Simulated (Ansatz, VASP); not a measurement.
## NaCl: VASP beside Ansatz

File INCAR:

```
SYSTEM = NaCl
ALGO     = Normal         ! electronic algorithm
EDIFF    = 1E-7           ! SCF threshold, eV
ENCUT    = 520            ! plane-wave cutoff, eV
GGA      = PE             ! functional
ISIF     = 2              ! what is computed and relaxed
ISMEAR   = -1             ! smearing method
LASPH    = .True.         ! aspherical terms in the spheres
LCHARG   = .False.        ! write CHGCAR
LREAL    = .False.        ! projectors in reciprocal space
LWAVE    = .False.        ! write WAVECAR
NBANDS   = 14             ! bands
NELM     = 100            ! most SCF steps
PREC     = Accurate       ! precision mode
SIGMA    = 0.02           ! smearing width, eV
```

File KPOINTS:

```
k-points
0
Gamma
  8 8 8
  0 0 0
```

Contents of POSCAR:

```
NaCl
1.0
    0.0000000000      2.8026988303      2.8026988303
    2.8026988303      0.0000000000      2.8026988303
    2.8026988303      2.8026988303      0.0000000000
Na Cl
1 1
Direct
    0.0000000000      0.0000000000      0.0000000000
    0.5000000000      0.5000000000      0.5000000000
```

Input for Ansatz:

```yaml
crystal:
  lattice:
    - [0.0, 2.8026988303, 2.8026988303]
    - [2.8026988303, 0.0, 2.8026988303]
    - [2.8026988303, 2.8026988303, 0.0]
  atoms:
    - { symbol: Na, position: [0.0, 0.0, 0.0] }
    - { symbol: Cl, position: [0.5, 0.5, 0.5] }
kpoints:
  mp_grid: { grid: [8, 8, 8] }
  band_path:
    path:
      - [0.0, 0.0, 0.0]
      - [0.5, 0.0, 0.5]
      - [0.625, 0.25, 0.625]
      - [0.375, 0.375, 0.75]
      - [0.5, 0.5, 0.5]
      - [0.5, 0.25, 0.75]
    npoints: 1
hamiltonian:
  xc: pbe
scf:
  occupations: { method: fermi_dirac, width: 0.02 }
  n_extra_bands: 4
output:
  forces: true
  stress: true
  eigenvalues: true
  write_density: true
  write_potential: true
  elf: true
  volumetric_format: npy
```

The cell was built by a generator and needn't be a form met in nature.

Alike in both runs: task single point; functional PBE; k mesh 8 × 8 × 8; occupations fermi-dirac, width 0.02 eV; no spin polarisation.

```csv
,VASP,Ansatz
version,VASP 6.6.1,Ansatz 0.2.0
potentials or method,"VASP PAW PBE potentials, release 64 (Na_pv, Cl)","plane waves, PAW"
plane-wave cutoff (eV),520,420
valence electrons in the cell,14,16
```

Ansatz gave:

| Quantity | Value |
| --- | --- |
| gap on the k mesh at the Fermi level (eV) | 5.18 |
| pressure (GPa) | 1.3 |

Question: Which values does VASP return?

Answer: gap on the k mesh at the Fermi level (eV): 5.18; pressure (GPa): 1.2.

The two sets of potentials don't hold the same shells in valence.

PBE gaps usually lie below the measured ones, often by a third to a half.
